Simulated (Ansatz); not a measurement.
**Os: equation of state with RPBE**

The system is Os.

```
Os
1.0
     2.73410    0.00000    0.00000
    -1.36705    2.36780    0.00000
     0.00000    0.00000    4.31970
Os
2
Direct
  0.66667 0.33333 0.75000
  0.33333 0.66667 0.25000
```

- Program: Ansatz 0.2.0
- Task: equation of state
- Functional: RPBE
- Potentials or basis: Ansatz PAW
- Cutoff: 420 eV
- Density cutoff: 1680 eV
- k mesh: 11 × 11 × 6
- Occupations: fermi-dirac, width 0.05 eV
- Spin: no spin polarisation

```yaml
Equilibrium_volume: 14.43 Å³/atom
Bulk_modulus_at_fixed_shape_and_positions: 383 GPa
Pressure_derivative_of_the_bulk_modulus: 4.8
```

Energy against volume, from the lowest point:
```
volume (Å³/atom)  energy (meV/atom)
          13.143             162.44
          13.423              94.99
          13.703              46.97
          13.982              16.33
          14.262               1.23
          14.542               0.00
          14.821              11.16
```

All runs of the series together: 6.4 s on 2 threads of Arm Neoverse V2, with other jobs on the host.

Caveat: the potentials were made for another functional, which shifts forces and pressure; the cell was scaled at fixed shape and fractional positions, which overstates the stiffness of a crystal with free parameters, most of all of layers and chains. Spin-orbit coupling is left out, which matters for the levels of Os.
